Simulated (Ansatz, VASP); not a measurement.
Two plane-wave programs on RbBr

```xyz
2
Lattice="4.0702 0.0000 0.0000 0.0000 4.0702 0.0000 0.0000 0.0000 4.0702" Properties=species:S:1:pos:R:3 pbc="T T T"
Rb   -0.1616    0.0000    0.0000
Br    2.2079    2.0351    2.0351
```

Change from the starting cell: mode 4 frozen in at -0.173 Å, equal normal strain along x and y +0.0000.

Alike in both runs: task single point; functional PBEsol; k mesh 6 × 6 × 6; occupations gaussian, width 0.05 eV; no spin polarisation.

```csv
,VASP,Ansatz
version,VASP 6.6.1,Ansatz 0.2.0
potentials or method,"VASP PAW PBE potentials, release 64 (Rb_sv, Br)","scalar-relativistic, plane waves, PAW"
plane-wave cutoff (eV),520,420
valence electrons in the cell,16,16
```

```csv
,VASP,Ansatz,Ansatz less VASP
gap on the k mesh at the Fermi level (eV),4.07,4.07,+0.001
least direct gap on the mesh (eV),4.22,4.22,+0.001
pressure (GPa),0.7,0.7,-0.06
largest component of the traceless stress (GPa),0.21,0.20,-0.007
rms of the force components (eV/Å),0.174,0.171,-0.0030
```

Atom by atom the forces differ by 0.003 eV/Å (rms over components).

Caveats: the PAW data sets were made with another functional, which shifts forces and pressure a little (VASP). A k mesh can miss the band edges.
